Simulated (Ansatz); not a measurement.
Write the native input for Ansatz 0.2.0 that does the following.

```
Task                : single point
Functional          : PBEsol
Potentials or basis : Ansatz PAW
Cutoff              : 420 eV (not typed: the program's choice for these potentials)
k mesh              : 7 × 7 × 4
Occupations         : fermi-dirac, width 0.05 eV
Spin                : no spin polarisation
Hubbard terms       : Ta d U = 3 eV
Hubbard projectors  : ortho-atomic (the default)
Double counting     : fll (the default)
```

Crystal: TaN.

```xyz
4
Lattice="2.9218 0.0000 0.0000 -1.4609 2.5303 0.0000 0.0000 0.0000 5.9165" Properties=species:S:1:pos:R:3 pbc="T T T"
Ta    0.0000    0.0000    2.9583
Ta    0.0000    0.0000    0.0000
N     0.0000    1.6869    1.4791
N     1.4609    0.8434    4.4374
```

The cell comes from a database or a generator and needn't be the stable form of this composition.

The input as run:

input.yaml

```yaml
crystal:
  lattice:
    - [2.9217699809, 0.0, 0.0]
    - [-1.4608849905, 2.5303270275, 0.0]
    - [0.0, 0.0, 5.916515]
  atoms:
    - { symbol: Ta, position: [0.0, 0.0, 0.5] }
    - { symbol: Ta, position: [0.0, 0.0, 0.0] }
    - { symbol: "N", position: [0.3333333333, 0.6666666667, 0.25] }
    - { symbol: "N", position: [0.6666666667, 0.3333333333, 0.75] }
hamiltonian:
  xc: pbesol
  pseudopotentials: { kind: paw }
  hubbard: { sites: [{ species: Ta, l: d, u_eff: 3.0 }] }
kpoints:
  mp_grid: { grid: [7, 7, 4] }
scf:
  occupations: { method: fermi_dirac, width: 0.05 }
output:
  forces: true
  stress: true
  eigenvalues: true
```

Potentials or basis: Ansatz PAW.

Launch:

```sh
$ ansatz run input.yaml --threads 2 --pin off --max-ram 5632MiB --backend cpu --events-out ev --progress --plain --runs-dir out
```

It gave:

```yaml
Pressure: -7.9 GPa
Band_gap_on_the_k_mesh: none (metal or under the smearing width)
```

Caveat: the pressure holds a Pulay correction of +0.5 GPa for the finite cutoff; U without spin polarisation on a metal has little footing; the PAW data sets come from PBE, with cores solved anew for the run's functional, which leaves a small shift of forces and pressure.

Run time: 1.4 s on 2 threads of Arm Neoverse V2, with other jobs on the host, peak memory 0.32 GiB.
